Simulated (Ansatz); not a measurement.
## V in Ansatz: convergence with k mesh

Input of the first run (k mesh 4 × 4 × 4); the others differ in this setting and in those tied to it:

input.yaml

```yaml
crystal:
  lattice:
    - [-1.51435, 1.51435, 1.51435]
    - [1.51435, -1.51435, 1.51435]
    - [1.51435, 1.51435, -1.51435]
  atoms:
    - { symbol: V, position: [0.0, 0.0, 0.0], spin: 2.0 }
hamiltonian:
  xc: pbesol
  pseudopotentials: { kind: paw, source: jth, xc_functional: pbe }
magnetization:
  spin_polarized: true
kpoints:
  mp_grid: { grid: [4, 4, 4] }
scf:
  occupations: { method: fermi_dirac, width: 0.1 }
output:
  forces: true
  stress: true
  eigenvalues: true
```

Potentials or basis: JTH PAW.

The run is started by

```console
$ ansatz run input.yaml --threads 2 --pin off --max-ram 5632MiB --backend cpu --events-out ev --progress --plain --runs-dir out
```

Hardware: 2 threads of Arm Neoverse V2, with other jobs on the host.

Task: The values tried are 4 × 4 × 4, 5 × 5 × 5, 6 × 6 × 6, 7 × 7 × 7, 9 × 9 × 9, 11 × 11 × 11, 14 × 14 × 14, 17 × 17 × 17, 20 × 20 × 20, loosest first. From which on does the energy stay within 1 meV/atom of the tightest run that finished?

Result: From 17 × 17 × 17 on.

```csv
k mesh,"energy less the tightest run, at zero smearing (meV/atom)",pressure (GPa),absolute moment (μB),SCF cycles,CPU time (s),peak memory (GiB)
4 × 4 × 4,-105.19,-12.11,0.00,9,1.4,0.3
5 × 5 × 5,38.34,-9.80,0.00,12,1.9,0.3
6 × 6 × 6,45.73,-9.64,0.36,10,2.3,0.31
7 × 7 × 7,-4.09,-10.82,0.00,10,2.5,0.32
9 × 9 × 9,2.97,-11.09,0.00,11,4.2,0.35
11 × 11 × 11,1.45,-11.02,0.00,10,6,0.38
14 × 14 × 14,-3.14,-11.18,0.00,10,10,0.46
17 × 17 × 17,0.94,-11.02,0.00,10,16,0.56
20 × 20 × 20,0.00,-11.05,0.00,10,29,0.69
```

Against the tightest run, the pressure stays within 0.1 GPa from 17 × 17 × 17 on; the absolute moment stays within 0.02 μB from 7 × 7 × 7 on. Meshes of other sizes hit other points, so gaps and Fermi surfaces needn't settle smoothly. The tightest run that finished is the yardstick and may itself not be fully converged.

Caveat, for the tightest run too: the starting moments weren't kept.
